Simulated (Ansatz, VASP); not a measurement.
# Cross-check of TiGe between VASP and Ansatz, part 2 of 2

One calculation is typed for both programs; each brings its own data sets. How far apart do they land? The cell is generated by rule, not measured, and may not be a known phase. The two relaxations start from unlike cells of this crystal (the structure described is Ansatz's start), so only their ends are compared.

VASP 6.6.1 and Ansatz 0.2.0.

So far: Starting point; Ansatz: relaxation of cell and atoms, PBE.

## (3) VASP: relaxation of cell and atoms, PBE

Level of this step: PBE; plane waves and PAW (Ti_sv, Ge_d); invented cell (VASP).

Its own start cell and the same functional, mesh and smearing now go to VASP, with its own data sets.

Lines of VASP's logs that name or quote its potential files are left out, and so is its time.

The input, INCAR:

```
SYSTEM = TiGe
PREC = Accurate
ENCUT = 500
EDIFF = 1E-07
NELM = 120
ISMEAR = 0
SIGMA = 0.01
LREAL = .FALSE.
ALGO = Normal
GGA = PE
NBANDS = 64
LASPH = .TRUE.
LORBIT = 11
LWAVE = .FALSE.
LCHARG = .FALSE.
ISIF = 3
IBRION = 2
NSW = 80
EDIFFG = -0.005
GGA_COMPAT = .FALSE.
NELMIN = 4
KPAR = 2
```

The input, POSCAR:

```
TiGe
1.0
   -0.0000000214      0.0000000000     -4.9152195236
    4.9152195236      0.0000000000     -0.0000000214
    2.4576097511     -5.8658171683     -2.4576097725
Ti Ge
4 4
Direct
    0.5000322256      0.2500173360      0.9999046104
    0.0000631640      0.2500780536      0.9999046104
    0.4999826640      0.7499368360      0.5000953896
    0.4999219464      0.2499677744      0.5000953896
    0.7048753378      0.7048753378      0.0902493243
    0.0451246622      0.0451246622      0.4097506757
    0.2949942073      0.7949942073      0.9100115853
    0.9550057927      0.4550057927      0.5899884147
```

The input, KPOINTS:

```
Automatic mesh
0
Gamma
6 6 6
0 0 0
```

The projector-augmented-wave data sets are Ti_sv and Ge_d (PBE family, release 64).

On the command line:

```console
> mpirun -np 2 vasp_std
```

Numbers of over 12 decimals in the logs are rounded to 6 here.

What it wrote:

```text
[banner, memory and clock lines left out]
running    2 mpi-ranks, on    1 nodes
 distrk:  each k-point on    1 cores,    2 groups
 distr:  one band on    1 cores,    1 groups

 POSCAR found type information on POSCAR TiGe
 POSCAR found :  2 types and       8 ions
 LDA part: xc-table for (Slater+PW92), standard interpolation
 POSCAR, INCAR and KPOINTS ok, starting setup
 FFT: planning ... GRIDC
 FFT: planning ... GRID_SOFT
 FFT: planning ... GRID
 WAVECAR not read
 entering main loop
       N       E                     dE             d eps       ncg     rms          rms(c)
DAV:   1     0.142205807745E+04    0.14221E+04   -0.47283E+04  5744   0.373E+03
DAV:   2     0.240457653910E+03   -0.11816E+04   -0.11487E+04  4608   0.104E+03
DAV:   3    -0.106823357630E+02   -0.25114E+03   -0.24362E+03  5000   0.283E+02
DAV:   4    -0.527871048764E+02   -0.42105E+02   -0.41355E+02  6888   0.987E+01
DAV:   5    -0.565773781127E+02   -0.37903E+01   -0.37783E+01  6592   0.279E+01    0.195E+01
DAV:   6    -0.528203066206E+02    0.37571E+01   -0.46757E+01  6888   0.290E+01    0.674E+00
DAV:   7    -0.519730379731E+02    0.84727E+00   -0.71572E+00  5752   0.131E+01    0.493E+00
DAV:   8    -0.518767437184E+02    0.96294E-01   -0.83199E-01  6000   0.501E+00    0.866E-01
DAV:   9    -0.518811098696E+02   -0.43662E-02   -0.17015E-01  6224   0.236E+00    0.935E-01
DAV:  10    -0.518834454593E+02   -0.23356E-02   -0.21211E-02  5976   0.140E+00    0.210E-01
DAV:  11    -0.518839296755E+02   -0.48422E-03   -0.45250E-03  7768   0.663E-01    0.617E-02
DAV:  12    -0.518838775246E+02    0.52151E-04   -0.58898E-04  6168   0.188E-01    0.339E-02
DAV:  13    -0.518838587875E+02    0.18737E-04   -0.71039E-05  5752   0.141E-01    0.172E-02
DAV:  14    -0.518838614227E+02   -0.26352E-05   -0.18224E-05  7600   0.737E-02    0.509E-03
DAV:  15    -0.518838615642E+02   -0.14150E-06   -0.37704E-06  6952   0.194E-02    0.191E-03
DAV:  16    -0.518838615037E+02    0.60449E-07   -0.77293E-07  4424   0.102E-02
   1 F= -.51883862E+02 E0= -.51883499E+02  d E =-.518839E+02
 curvature:   0.00 expect dE= 0.000E+00 dE for cont linesearch  0.000E+00
 trial: gam= 0.00000 g(F)=  0.135E-05 g(S)=  0.109E-03 ort = 0.000E+00 (trialstep = 0.100E+01)
 search vector abs. value=  0.111E-03
 bond charge predicted
       N       E                     dE             d eps       ncg     rms          rms(c)
DAV:   1    -0.518863246450E+02   -0.24631E-02   -0.48568E-02  5976   0.197E+00    0.367E-01
DAV:   2    -0.518845112676E+02    0.18134E-02   -0.13615E-02  5984   0.689E-01    0.141E-01
DAV:   3    -0.518839879406E+02    0.52333E-03   -0.20283E-03  5968   0.241E-01    0.873E-02
DAV:   4    -0.518838423369E+02    0.14560E-03   -0.57736E-04  5896   0.154E-01    0.322E-02
DAV:   5    -0.518838534860E+02   -0.11149E-04   -0.10566E-04  6448   0.104E-01    0.252E-02
DAV:   6    -0.518838627436E+02   -0.92576E-05   -0.16566E-05  6800   0.111E-01    0.980E-03
DAV:   7    -0.518838662448E+02   -0.35013E-05   -0.87039E-06  6352   0.488E-02    0.203E-03
DAV:   8    -0.518838668295E+02   -0.58470E-06   -0.19317E-06  6272   0.151E-02    0.123E-03
DAV:   9    -0.518838669728E+02   -0.14324E-06   -0.61749E-07  4688   0.529E-03    0.754E-04
DAV:  10    -0.518838669520E+02    0.20817E-07   -0.77872E-08  3192   0.136E-02
   2 F= -.51883867E+02 E0= -.51883496E+02  d E =-.544825E-05
 trial-energy change:   -0.000005  1 .order   -0.000015   -0.000111    0.000081
 step:   0.5040(harm=  0.5775)  dis= 0.00006  next Energy=   -51.883888 (dE=-0.267E-04)
 bond charge predicted
       N       E                     dE             d eps       ncg     rms          rms(c)
DAV:   1    -0.518844925500E+02   -0.62558E-03   -0.11988E-02  5960   0.982E-01    0.181E-01
DAV:   2    -0.518840483511E+02    0.44420E-03   -0.32373E-03  5936   0.339E-01    0.692E-02
DAV:   3    -0.518839286568E+02    0.11969E-03   -0.47665E-04  5960   0.115E-01    0.431E-02
DAV:   4    -0.518838898846E+02    0.38772E-04   -0.14076E-04  5792   0.646E-02    0.161E-02
DAV:   5    -0.518838895554E+02    0.32914E-06   -0.25377E-05  6504   0.366E-02    0.122E-02
DAV:   6    -0.518838888260E+02    0.72944E-06   -0.51126E-06  6312   0.512E-02    0.398E-03
DAV:   7    -0.518838877918E+02    0.10342E-05   -0.15566E-06  6328   0.265E-02    0.761E-04
DAV:   8    -0.518838876186E+02    0.17322E-06   -0.28736E-07  4160   0.685E-03    0.466E-04
DAV:   9    -0.518838875541E+02    0.64483E-07   -0.13934E-07  3440   0.262E-03
   3 F= -.51883888E+02 E0= -.51883521E+02  d E =-.260504E-04
 curvature:  -0.28 expect dE=-0.515E-06 dE for cont linesearch -0.159E-06
 trial: gam= 0.00000 g(F)=  0.109E-05 g(S)=  0.746E-06 ort =-0.791E-05 (trialstep = 0.901E+00)
 search vector abs. value=  0.184E-05
 reached required accuracy - stopping structural energy minimisation
```

Parts of OUTCAR (step 3):

```text
ion  position               nearest neighbor table
   1  0.500  0.250  1.000-   2 2.46   2 2.46   6 2.70   8 2.70   7 2.80   7 2.80   5 2.80   5 2.80

  LATTYP: Found a body centered tetragonal cell.
 ALAT       =     4.9152195236
 C/A-ratio  =     2.3867976354

 Subroutine GETGRP returns: Found  4 space group operations
 (whereof  1 operations were pure point group operations)

The static configuration has the point symmetry C_1 .
 The point group associated with its full space group is S_4 .

 Found     36 irreducible k-points:

   k-points           NKPTS =     36   k-points in BZ     NKDIM =     36   number of bands    NBANDS=     64

   dimension x,y,z NGX =    36 NGY =   36 NGZ =   50
   dimension x,y,z NGXF=    72 NGYF=   72 NGZF=  100

   ENCUT  =  500.0 eV  36.75 Ry    6.06 a.u.   8.96  8.96 12.43*2*pi/ulx,y,z

   NELECT =     104.0000    total number of electrons

 k-points in reciprocal lattice and weights: Automatic mesh
   0.00000000  0.00000000  0.00000000       0.005
   0.16666667  0.00000000 -0.00000000       0.037
   0.33333333 -0.00000000  0.00000000       0.037
   0.50000000  0.00000000  0.00000000       0.019
   0.16666667  0.16666667  0.00000000       0.037
   0.33333333  0.16666667  0.00000000       0.037
  -0.16666667 -0.33333333 -0.00000000       0.037
   0.50000000  0.16666667  0.00000000       0.037
  -0.16666667  0.50000000  0.00000000       0.037
[...]
-0.16666667 -0.16666667  0.33333333       0.019
   0.00000000  0.00000000  0.50000000       0.005

 average (electrostatic) potential at core
       1 -73.2452       2 -73.2452       3 -73.2452       4 -73.2452       5 -71.2743
       6 -71.2743       7 -71.2742       8 -71.2742

 E-fermi :   7.3283

 k-point     1 :       0.0000    0.0000    0.0000
  band No.  band energies     occupation
    ...
     48       5.1372      2.00000
     49       5.2135      2.00000
     50       5.8993      2.00000
     51       6.3386      2.00000
     52       6.5000      2.00000
     53       7.4725      0.00000
     54       7.4725      0.00000
     55       8.2033      0.00000
     56       9.7276      0.00000
     57       9.7712      0.00000
    ...

 k-point     2 :       0.1667    0.0000   -0.0000
  band No.  band energies     occupation
    ...
     49       5.9767      2.00000
     50       6.2370      2.00000
     51       6.3817      2.00000
     52       6.6792      2.00000
     53       7.1933      2.00000
     54       7.5231      0.00000
     55       8.0820      0.00000
     56       9.4202      0.00000
     57       9.6462      0.00000
     58       9.7703      0.00000
    ...

 k-point     3 :       0.3333   -0.0000    0.0000
  band No.  band energies     occupation
    ...
     48       6.0088      2.00000
     49       6.3122      2.00000
     50       6.4470      2.00000
     51       6.5943      2.00000
     52       7.3154      1.93076
     53       7.3828      0.00000
     54       7.7354      0.00000
     55       8.1525      0.00000
     56       8.8481      0.00000
     57       9.0771      0.00000
    ...

  Total        0.0066636      0.0059087      0.0066636      0.0000000      0.0000000     -0.0000001
  in kB        0.0753892      0.0668490      0.0753892      0.0000000      0.0000000     -0.0000011
  external PRESSURE =       0.0725424 kB  Pullay stress =       0.0000000 kB

  energy-cutoff  :      500.00
  volume of cell :      141.61
      direct lattice vectors                 reciprocal lattice vectors
    -0.000000022  0.000000000 -4.913993822    -0.000000001  0.085257262 -0.203500459
     4.913993822  0.000000000 -0.000000022     0.203500459  0.085257262 -0.000000001
     2.456996900 -5.864603058 -2.456996922     0.000000000 -0.170514524  0.000000000

 POSITION                                       TOTAL-FORCE (eV/Angst)
 -----------------------------------------------------------------------------------
      3.68536     -5.86407     -4.91389         0.000611     -0.000866      0.000423
      3.68563     -5.86407     -2.45710        -0.000611     -0.000866     -0.000423
      4.91389     -2.93284     -3.68563        -0.000423      0.000866      0.000611
      2.45710     -2.93284     -3.68536         0.000423      0.000866     -0.000611
      3.68550     -0.52924     -3.68550        -0.000000      0.002487     -0.000000
      1.22850     -2.40306     -1.22850         0.000000     -0.002487      0.000000
      6.14249     -5.33679     -3.68550        -0.000000      0.001594     -0.000000
      3.68550     -3.46011     -6.14249         0.000000     -0.001594      0.000000
 -----------------------------------------------------------------------------------
    total drift:                                0.000000     -0.000000      0.000000

  FREE ENERGIE OF THE ION-ELECTRON SYSTEM (eV)
  ---------------------------------------------------
  free  energy   TOTEN  =       -51.8838875541 eV

  energy  without entropy=      -51.8831538469  energy(sigma->0) =      -51.88352070

 reached required accuracy - stopping structural energy minimisation

 total charge
# of ion       s       p       d       tot
------------------------------------------
    1        2.199   6.117   2.028  10.344
    2        2.199   6.117   2.028  10.344
    3        2.199   6.117   2.028  10.344
    4        2.199   6.117   2.028  10.344
    5        1.139   1.240  10.015  12.395
    6        1.139   1.240  10.015  12.395
    7        1.139   1.240  10.016  12.395
    8        1.139   1.240  10.016  12.395
--------------------------------------------------
tot         13.353  29.428  48.173  90.955

[... 3 further parts left out ...]
```

The run keeps the 4 symmetry operations of its start, so it cannot find a distortion of lower symmetry.

## (4) Comparison

Known differences besides the potentials themselves: the cutoff is 420 eV in Ansatz and 500 eV in VASP; Ansatz adds a Pulay correction to the stress that steers its cell, VASP none. Total energies have different zeros and are not compared.

Both answers:

```
                                         quantity  Ansatz    VASP  difference
                                      volume (Å³)  141.68  141.61     +0.05 %
edge a after relaxation, in the typed setting (Å)   4.915   4.914     +0.01 %
edge c after relaxation, in the typed setting (Å)   6.818   6.817     +0.02 %
```

## (5) What came out

```yaml
difference_in_volume_relaxation_of_cell_and_atoms_pbe: 0.047 %
```

What this shows: The difference in volume is 0.047 % (relaxation of cell and atoms, PBE), within the 1.2 % picked in this series as the mark of a large difference, as far as the stopping tolerances let one tell. Such differences can come from data sets, numerical settings and the points named under the comparisons, not from the functional's error against experiment.

[Lines on the potential files, build, host, timing and source positions are cut from VASP's logs without a mark.]

[Logs are printed without paths, hosts, clocks, repeated set-up lines and the standing remarks that a program may print on its own settings, such as how far it seeks lower states.]

[Hosts, paths, dates, database ids (printed as entryN), source tags and the programs' standing remarks are cut or masked in the printed files.]
